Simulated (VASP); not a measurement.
# Ti (P6/mmm) in VASP: a series of runs

Runs on Ti. Level: PBE. Tasks: single point.

Everything below comes from runs of VASP 6.6.1. Logs are shortened: lines on timing, memory, paths and dates and some standing lists are left out, and cuts for length are marked.

### Step 1. The structure

Symmetry: P6/mmm, No. 191, hexagonal system. Conventional cell: a = 4.567 Å, b = 4.567 Å, c = 2.826 Å, α = 90.00°, β = 90.00°, γ = 120.00°. Around Ti (site symmetry -6m2) lie 11 Ti at 2.64 to 2.99 Å. Ti (site symmetry 6/mmm) has 14 Ti at 2.83 to 2.99 Å as nearest neighbours.

This isn't the form of Ti at room conditions, which is hcp.

### Step 2. Single point, PBE

INCAR

```
SYSTEM = Ti
PREC     = Accurate       ! precision mode
ENCUT    = 400            ! plane-wave cutoff, eV
EDIFF    = 1E-6           ! SCF threshold, eV
ISMEAR   = 0              ! smearing method
SIGMA    = 0.15           ! smearing width, eV
LREAL    = .False.        ! projectors in reciprocal space
LASPH    = .True.         ! aspherical terms in the spheres
NELM     = 100            ! most SCF steps
ALGO     = Normal         ! electronic algorithm
ISIF     = 2              ! what is computed and relaxed
LWAVE    = .False.        ! write WAVECAR
LCHARG   = .False.        ! write CHGCAR
GGA      = PE             ! functional
NBANDS   = 13             ! bands
ADDGRID  = .False.
```

KPOINTS

```
Automatic mesh
0
Gamma
  2 2 3
  0 0 0
```

POSCAR

```
Ti
1.0
    4.5673748306      0.0000000000      0.0000000000
   -2.2836874153      3.9554626319      0.0000000000
    0.0000000000      0.0000000000      2.8262442700
Ti
3
Direct
    0.6666666667      0.3333333333      0.5000000000
    0.3333333333      0.6666666667      0.5000000000
    0.0000000000      0.0000000000      0.0000000000
```

Potentials or basis: VASP PAW PBE potentials, release 64 (Ti).

Started as:

```
$ cat potpaw_PBE.64/Ti/POTCAR > POTCAR
$ mpirun -np 1 vasp_std > vasp.out
```

OUTCAR:

```text
SYSTEM = Ti
   PREC = Accurate
   ENCUT = 400
   EDIFF = 1E-6
   ISMEAR = 0
   LREAL = .False.
   LASPH = .True.
   NELM = 100
   ISIF = 2
   GGA = PE

 Found      4 irreducible k-points:

 Following reciprocal coordinates:
            Coordinates               Weight
  0.000000  0.000000  0.000000      1.000000
  0.500000  0.000000  0.000000      3.000000
  0.000000  0.000000  0.333333      2.000000
  0.500000  0.000000  0.333333      6.000000
   k-points           NKPTS =      4   k-points in BZ     NKDIM =      4   number of bands    NBANDS=     13
   number of dos      NEDOS =    301   number of ions     NIONS =      3
   total plane-waves  NPLWV =  16200
   dimension x,y,z NGX =    30 NGY =   30 NGZ =   18
   dimension x,y,z NGXF=    60 NGYF=   60 NGZF=   36
   ions per type =               3
   NGX,Y,Z   is equivalent  to a cutoff of  10.92, 10.92, 10.59 a.u.
   NGXF,Y,Z  is equivalent  to a cutoff of  21.84, 21.84, 21.18 a.u.
 SYSTEM =  Ti
   PREC   = accura    normal or accurate (medium, high low for compatibility)
   ISTART =      0    job   : 0-new  1-cont  2-samecut
   ICHARG =      2    charge: 1-file 2-atom 10-const
   ISPIN  =      1    spin polarized calculation?
   LNONCOLLINEAR =      F non collinear calculations
   LSORBIT =      F    spin-orbit coupling
   LASPH  =      T    aspherical Exc in radial PAW
   ENCUT  =  400.0 eV  29.40 Ry    5.42 a.u.   7.45  7.45  4.61*2*pi/ulx,y,z
   NELM   =    100;   NELMIN=  2; NELMDL= -5     # of ELM steps
   EDIFF  = 0.1E-05   stopping-criterion for ELM
   LREAL  =      F    real-space projection
   EDIFFG = 0.1E-04   stopping-criterion for IOM
   NSW    =      0    number of steps for IOM
   IBRION =     -1    ionic relax: 0-MD 1-quasi-New 2-CG
   NFREE  =      0    steps in history (QN), initial steepest desc. (CG)
   ISIF   =      2    stress and relaxation
   ISYM   =      2    0-nonsym 1-usesym 2-fastsym
   POTIM  = 0.5000    time-step for ionic-motion
   TEBEG  =    0.0;   TEEND  =   0.0 temperature during run
   PSTRESS=    0.0 pullay stress
   NELECT =      12.0000    total number of electrons
   NUPDOWN=      -1.0000    fix difference up-down
   EMIN   =  10.00;   EMAX   =-10.00  energy-range for DOS
   EFERMI =   0.00;   METHOD = LEGACY
   ISMEAR =     0;   SIGMA  =   0.15  broadening in eV -4-tet -1-fermi 0-gaus
   EFERMI_NEDOS =   21; number of points for ismear=-14 and -15
   IALGO  =     38    algorithm
   IMIX   =      4    mixing-type and parameters
     AMIX     =   0.40;   BMIX     =  1.00
     AMIX_MAG =   1.60;   BMIX_MAG =  1.00
  volume/ion in A,a.u.               =      17.02       114.85
  Fermi-wavevector in a.u.,A,eV,Ry     =   1.010285  1.909162 13.887145  1.020676
  Thomas-Fermi vector in A             =   2.143265
   LORBIT       =      0    0 simple, 1 ext, 2 COOP (PROOUT), +10 PAW based schemes
   GGA     = PE    functional components
   LHFCALC =     F    Hartree Fock is set to
   AEXX    =    0.0000 exact exchange contribution
   IVDW    =     0    specifies the selected vdW correction
   LEPSILON=     F    determine dielectric tensor
   LRPA    =     F    only Hartree local field effects (RPA)
 non-spin polarized calculation
 Gauss-broadening in eV      SIGMA  =   0.15
  energy-cutoff  :      400.00
  volume of cell :       51.06
 maximum number of plane-waves:       940
 NGX is ok and might be reduce to    30
   NGX = 15   NGY = 15   NGZ =  9

 number of electron      12.0000003 magnetization

 Free energy of the ion-electron system (eV)
  ---------------------------------------------------
  ext. energy  EPLUGINS =         0.00000000
  ---------------------------------------------------
  free energy    TOTEN  =       -23.34871958 eV

  energy without entropy =      -23.32409233  energy(sigma->0) =      -23.33640596

 E-fermi :   2.9543     XC(G=0): -11.1393

 val. band max:        2.8041463290   @ k =   0.5000   0.0000   0.0000
 cond. band min:       3.0854224201   @ k =   0.5000   0.0000   0.0000
 fundamental gap:      0.2812760911
 Fermi energy:         2.9543415559

 k-point     1 :       0.0000    0.0000    0.0000
  band No.  band energies     occupation
      1      -2.9694      2.00000
      2       1.1530      2.00000
      3       2.3529      2.00000
      4       2.3529      2.00000
      5       2.4997      1.99998
      6       2.4997      1.99998
      7       3.1449      0.07233
      8       3.7712      0.00000
      9       4.3930      0.00000
     10       4.3930      0.00000
     11       4.8504      0.00000
     12       4.8504      0.00000
     13       5.0762      0.00000

 k-point     2 :       0.5000    0.0000    0.0000
  band No.  band energies     occupation
      1      -0.5752      2.00000
      2      -0.4182      2.00000
      3       0.4873      2.00000
      4       2.7134      1.97691
      5       2.7493      1.94673
      6       2.8041      1.84324
      7       3.0854      0.21652
      8       3.6291      0.00000
      9       4.1284      0.00000
     10       4.1638      0.00000
     11       4.9494      0.00000
     12       5.1917      0.00000
     13       5.6646      0.00000

 k-point     3 :       0.0000    0.0000    0.3333
  band No.  band energies     occupation
      1      -0.7578      2.00000
      2       1.3233      2.00000
      3       1.3233      2.00000
      4       1.6838      2.00000
      5       1.6838      2.00000
      6       2.0959      2.00000
      7       4.3621      0.00000
      8       4.3621      0.00000
      9       4.4297      0.00000
     10       4.4297      0.00000
     11       5.7405      0.00000
     12       5.7529      0.00000
     13       5.7529      0.00000

 k-point     4 :       0.5000    0.0000    0.3333
  band No.  band energies     occupation
      1       0.5071      2.00000
      2       0.7327      2.00000
      3       1.8622      2.00000
      4       1.8640      2.00000
      5       2.1701      2.00000
      6       2.6492      1.99599
      7       3.3569      0.00015
      8       3.3630      0.00012
      9       4.0995      0.00000
     10       4.2508      0.00000
     11       5.1737      0.00000
     12       5.7199      0.00000
     13       5.9349      0.00000

------------------------ aborting loop because EDIFF is reached ----------------------------------------

  FORCE on cell =-STRESS in cart. coord.  units (eV):
  Direction    XX          YY          ZZ          XY          YZ          ZX
  --------------------------------------------------------------------------------------
  -------------------------------------------------------------------------------------
  Total       -0.7478556     -0.7478556     -1.5109278      0.0000000      0.0000000      0.0000000
  in kB      -23.4668452    -23.4668452    -47.4111672      0.0000000      0.0000000      0.0000000
  external PRESSURE =     -31.4482859 kB  Pullay stress =       0.0000000 kB

 VOLUME and BASIS-vectors are now :
 -----------------------------------------------------------------------------
  energy-cutoff  :      400.00
  volume of cell :       51.06
      direct lattice vectors                 reciprocal lattice vectors
     4.567374831  0.000000000  0.000000000     0.218944150  0.126407464  0.000000000
    -2.283687415  3.955462632  0.000000000     0.000000000  0.252814928  0.000000000
     0.000000000  0.000000000  2.826244270     0.000000000  0.000000000  0.353826458

 POSITION                                       TOTAL-FORCE (eV/Angst)
 -----------------------------------------------------------------------------------
      2.28369      1.31849      1.41312         0.000000      0.000000      0.000000
     -0.00000      2.63698      1.41312        -0.000000     -0.000000     -0.000000
      0.00000      0.00000      0.00000         0.000000      0.000000      0.000000
 -----------------------------------------------------------------------------------
    total drift:                               -0.000000      0.000000      0.000000

  FREE ENERGIE OF THE ION-ELECTRON SYSTEM (eV)
  ---------------------------------------------------
  free  energy   TOTEN  =       -23.3487195835 eV

  energy  without entropy=      -23.3240923286  energy(sigma->0) =      -23.33640596
```

It took 6.2 s on 1 thread of Intel Xeon Platinum 8488C (Sapphire Rapids), shared host; peak memory 0.13 GiB.

These settings aren't checked as converged: the numbers below hold their error.

What came out:

```yaml
Free_energy: -23.3487 eV
Pressure: -3.1 GPa
```

Caveat: the k mesh is coarse (spacing up to 0.79 Å⁻¹), so the values aren't converged; the mesh shows a gap though the element is a metal.

### Step 3. Single point, PBE

INCAR is that of step 2.

KPOINTS is that of step 2.

POSCAR

```
Ti
1.0
    4.5673748306      0.0000000000      0.0000000000
   -2.2836874153      3.9554626319      0.0000000000
    0.0000000000      0.0000000000      2.8262442700
Ti
3
Direct
    0.6535550000      0.3369470000      0.4982190000
    0.3492570000      0.6782810000      0.5288300000
    0.0014220000     -0.0021490000     -0.0037100000
```

Potentials or basis: VASP PAW PBE potentials, release 64 (Ti).

Started as:

```
$ cat potpaw_PBE.64/Ti/POTCAR > POTCAR
$ mpirun -np 1 vasp_std > vasp.out
```

OUTCAR:

```text
SYSTEM = Ti
   PREC = Accurate
   ENCUT = 400
   EDIFF = 1E-6
   ISMEAR = 0
   LREAL = .False.
   LASPH = .True.
   NELM = 100
   ISIF = 2
   GGA = PE

 Found      8 irreducible k-points:

 Following reciprocal coordinates:
            Coordinates               Weight
  0.000000  0.000000  0.000000      1.000000
  0.500000  0.000000  0.000000      1.000000
  0.000000  0.500000  0.000000      1.000000
  0.500000  0.500000  0.000000      1.000000
  0.000000  0.000000  0.333333      2.000000
  0.500000  0.000000  0.333333      2.000000
   k-points           NKPTS =      8   k-points in BZ     NKDIM =      8   number of bands    NBANDS=     13
[... 169 lines left out ...]

 [... further k-points ...]
[... 5 lines left out ...]
  --------------------------------------------------------------------------------------
  -------------------------------------------------------------------------------------
  Total       -0.4153520     -0.6634931     -1.5985983      0.2262700      0.0277397     -0.0419892
  in kB      -13.0332673    -20.8196475    -50.1621675      7.1000913      0.8704413     -1.3175717
  external PRESSURE =     -28.0050274 kB  Pullay stress =       0.0000000 kB

 VOLUME and BASIS-vectors are now :
 -----------------------------------------------------------------------------
  energy-cutoff  :      400.00
  volume of cell :       51.06
      direct lattice vectors                 reciprocal lattice vectors
     4.567374831  0.000000000  0.000000000     0.218944150  0.126407464  0.000000000
    -2.283687415  3.955462632  0.000000000     0.000000000  0.252814928  0.000000000
     0.000000000  0.000000000  2.826244270     0.000000000  0.000000000  0.353826458

 POSITION                                       TOTAL-FORCE (eV/Angst)
 -----------------------------------------------------------------------------------
      2.21555      1.33278      1.40809         0.400739      0.050832      0.062593
      0.04621      2.68292      1.49460        -0.422852     -0.010275     -0.267021
     -2.27228      3.94696      2.81576         0.022112     -0.040557      0.204428
 -----------------------------------------------------------------------------------
    total drift:                               -0.000050      0.000022      0.000024

  FREE ENERGIE OF THE ION-ELECTRON SYSTEM (eV)
  ---------------------------------------------------
  free  energy   TOTEN  =       -23.3110517970 eV

  energy  without entropy=      -23.2855345377  energy(sigma->0) =      -23.29829317
```

OSZICAR:

```text
N       E                     dE             d eps       ncg     rms          rms(c)
DAV:   1     0.232802780137E+02    0.23280E+02   -0.35640E+03   208   0.641E+02
DAV:   2    -0.233257818312E+02   -0.46606E+02   -0.43299E+02   208   0.133E+02
DAV:   3    -0.261376655612E+02   -0.28119E+01   -0.25999E+01   315   0.324E+01
DAV:   4    -0.261897843476E+02   -0.52119E-01   -0.51758E-01   226   0.463E+00
DAV:   5    -0.261905545209E+02   -0.77017E-03   -0.76999E-03   284   0.463E-01    0.195E+01
DAV:   6    -0.237510877316E+02    0.24395E+01   -0.61387E+00   253   0.208E+01    0.615E+00
DAV:   7    -0.245017834920E+02   -0.75070E+00   -0.10045E+01   309   0.213E+01    0.688E+00
DAV:   8    -0.233334673629E+02    0.11683E+01   -0.23280E+00   304   0.118E+01    0.822E-01
DAV:   9    -0.233198300859E+02    0.13637E-01   -0.11581E-01   334   0.215E+00    0.638E-01
DAV:  10    -0.233139203972E+02    0.59097E-02   -0.44161E-02   309   0.117E+00    0.364E-01
DAV:  11    -0.233116065526E+02    0.23138E-02   -0.14878E-02   304   0.857E-01    0.199E-01
DAV:  12    -0.233111194860E+02    0.48707E-03   -0.38394E-03   314   0.427E-01    0.612E-02
DAV:  13    -0.233110583169E+02    0.61169E-04   -0.16952E-04   329   0.978E-02    0.149E-02
DAV:  14    -0.233110527124E+02    0.56046E-05   -0.96084E-06   291   0.216E-02    0.406E-03
DAV:  15    -0.233110515745E+02    0.11379E-05   -0.63333E-07   154   0.583E-03    0.142E-03
DAV:  16    -0.233110517970E+02   -0.22252E-06   -0.67998E-08   119   0.265E-03
   1 F= -.23311052E+02 E0= -.23298293E+02  d E =-.255173E-01
```

Wall time 7.4 s (1 thread of Intel Xeon Platinum 8488C (Sapphire Rapids), shared host); peak memory 0.13 GiB.

These settings aren't checked as converged: the numbers below hold their error.

What came out:

- Free energy: -23.3111 eV
- Pressure: -2.8 GPa
- Largest force: 0.500 eV/Å

Caveat: the k mesh is coarse (spacing up to 0.79 Å⁻¹), so the values aren't converged; the mesh shows a gap though the element is a metal.

### Step 4. For comparison

An earlier run on the cell as given: functional PBEsol; potentials or basis VASP PAW PBE potentials, release 64 (Ti_sv); cutoff 520 eV; k mesh 7 × 7 × 9; occupations fermi-dirac, width 0.05 eV; no spin polarisation.

- Pressure: -3.9 GPa
- Band gap on the k mesh: none (metal or under the smearing width)
